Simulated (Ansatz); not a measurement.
# Hg: strain energy, fitted

Hg, I4/mmm, a = 3.781 Å, c = 3.343 Å. This isn't the element's structure at ambient conditions. Ansatz: PBEsol, PAW, 420 eV, Γ-centred 12×12×12 mesh on 2 atoms, Gaussian smearing 0.10 eV; no spin polarisation. Series: strain along c alone, the other axes held, atoms fixed by symmetry; x is the strain in per cent. y is the free energy over the unstrained cell, V0 = 23.891 Å³/atom.

```tsv
x (%)	y (meV/atom)
-3.0	?
-2.0	0.73
-1.0	-0.11
0.0	0.00
1.0	0.91
2.0	2.31
3.0	3.65
```

Fit y = c2 x² + c3 x³ to the other rows, turn c2 into a modulus, and predict the missing energy.

Least squares on the rows shown. y = 0.3041 x² + 0.04460 x³. In eV per unit strain² c2 is 3.041; this is C33 with relaxed ions (E = ½ C33 V0 ε²): 2 × 3.041 × 160.2 / (23.891) = 41 GPa. The unstrained cell keeps some stress along the strain, worth a slope of 0.53 meV/atom per %, which the form leaves out. With a term in x⁴ added, the coefficient of x² becomes 0.5791, 90 % more, which shows how far this figure hangs on the form. At x = -3.0 the fit asked for gives 1.53 meV/atom. The run gave 2.58 meV/atom, so the fit is 1.05 meV/atom too low, 28 % of the span of the series, against an rms of 0.47 meV/atom on the fitted rows. The row lies outside the fitted range. With a term in x⁴ added, a fit to the same known rows predicts -1.82 meV/atom, further off still.

Spin–orbit coupling is left out, which can shift energies with elements as heavy as these.